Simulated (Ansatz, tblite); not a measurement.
## A script for ZnS (GFN1-xTB)

These are simulated results from tblite 0.8.0, not measurements. The cell was built from a prototype and was relaxed with r2SCAN in plane waves (Ansatz 0.2.0). Not every such cell is a known phase. All runs are without spin polarisation.

It is hexagonal, P6_3/mmc (No. 194); conventional cell a = 3.946 Å, c = 5.880 Å, 19.83 Å³ an atom. Zn has 3 S at 2.28 Å; S has 3 Zn at 2.28 Å.

tblite solves periodic systems at the zone centre alone, so the script builds a cluster of 3×3×2 conventional cells (72 atoms), which folds in a coarse mesh of k points.

Input script:

```python
import json
from ase import Atoms
from ase.build import make_supercell
from ase.units import Bohr, GPa, Hartree
from tblite.interface import Calculator

atoms = Atoms(['Zn', 'Zn', 'S', 'S'],
              cell=[[3.946373, 0.0, -0.0], [-1.973186, 3.417659, -0.0], [-0.0, -0.0, 5.880054]],
              scaled_positions=[[0.333333, 0.666667, 0.25], [0.666667, 0.333333, 0.75], [0.666667, 0.333333, 0.25], [0.333333, 0.666667, 0.75]],
              pbc=True)
cluster = make_supercell(atoms, [[3, 0, 0], [0, 3, 0], [0, 0, 2]])
calc = Calculator('GFN1-xTB', cluster.numbers, cluster.positions / Bohr, lattice=cluster.cell[:] / Bohr, periodic=cluster.pbc)
calc.set('temperature', 0.02 / Hartree)
calc.set('max-iter', 150)
res = calc.singlepoint()
levels = res.get('orbital-energies') * Hartree
nv = round(res.get('orbital-occupations').sum() / 2)
cells = len(cluster) // len(atoms)
out = {'energy_per_cell': res.get('energy') * Hartree / cells, 'homo': levels[nv - 1], 'lumo': levels[nv],
       'stress': (-res.get('virial') * Hartree / cluster.get_volume() / GPa).tolist(), 'charges': res.get('charges')[:len(atoms)].tolist(), 'electrons': 2 * nv / cells}
json.dump(out, open('results.json', 'w'))
for key, value in out.items():
    print(key, value)
```

Command: `python run.py`. It took 3.1 s on 1 thread of Arm Neoverse V2, on a shared host, peak memory 0.12 GiB.

What it printed:

```
------------------------------------------------------------
  cycle        total energy    energy error   density error
------------------------------------------------------------
      1     -159.7724386495  -1.5956820E+02   7.8043502E-01
      2     -163.1671002753  -3.3946616E+00   3.3983847E-01
      3     -164.2847450146  -1.1176447E+00   2.5631218E-01
      4     -164.5956466534  -3.1090164E-01   2.1490589E-02
      5     -164.6055439817  -9.8973283E-03   2.1628227E-03
      6     -164.6056043836  -6.0401876E-05   5.7014566E-04
      7     -164.6056079735  -3.5898864E-06   3.2926810E-04
      8     -164.6056093916  -1.4181174E-06   4.4781602E-05
      9     -164.6056094174  -2.5835590E-08   1.3197288E-05
------------------------------------------------------------

 total:                                   2.558 sec
energy_per_cell -248.84148775743628
homo -12.4077808572642
lumo -12.212759076056049
stress [[11.726573532598389, -0.00021549374471509849, 3.03379463953504e-06], [-0.0002154937447151587, 11.726339107074386, -1.7515632041395656e-06], [3.0337946395105248e-06, -1.7515632041727645e-06, 1.4901540450408837]]
charges [0.252857400843146, 0.25283546566842163, -0.2528485710060574, -0.2528504776855393]
electrons 16.0
```

The cycle table is in hartree for the whole cluster, and the lines after it are in eV (the energy for one cell). The printed stress is in GPa and positive in compression, and the pressure is its mean diagonal.

GFN1-xTB gives a gap of 0.20 eV. On the same cell, plane-wave PBE (Ansatz, 12×12×4 k points and the special points) gives a gap of 1.44 eV and r2SCAN a gap of 1.95 eV; on shared hosts these took about 5.7 and 16 core-seconds on the 4-atom cell, against 3.1 for the script. Semilocal gaps usually lie below measured ones. xTB was fitted to molecules, so gaps, charges and pressures of solids can be far off, and the gap also depends on the size of the cluster.

The same script was run on cells scaled at fixed shape and fractional coordinates:

| volume (Å³/atom) | energy (meV/atom) | pressure (GPa, positive in compression) | gap (eV) |
| --- | --- | --- | --- |
| 17.45 | 219.1 | 22.84 | 0.26 |
| 18.64 | 83.0 | 14.35 | 0.22 |
| 19.83 | 0.0 | 8.31 | 0.20 |
| 21.02 | -44.8 | 3.97 | 0.17 |
| 22.21 | -62.2 | 0.89 | 0.07 |

The minimum lies beyond the largest of these volumes.

xTB was fitted mostly to molecules, and a small cluster samples few k points, so gaps, pressures and kinks along a curve can be far from a solid's.
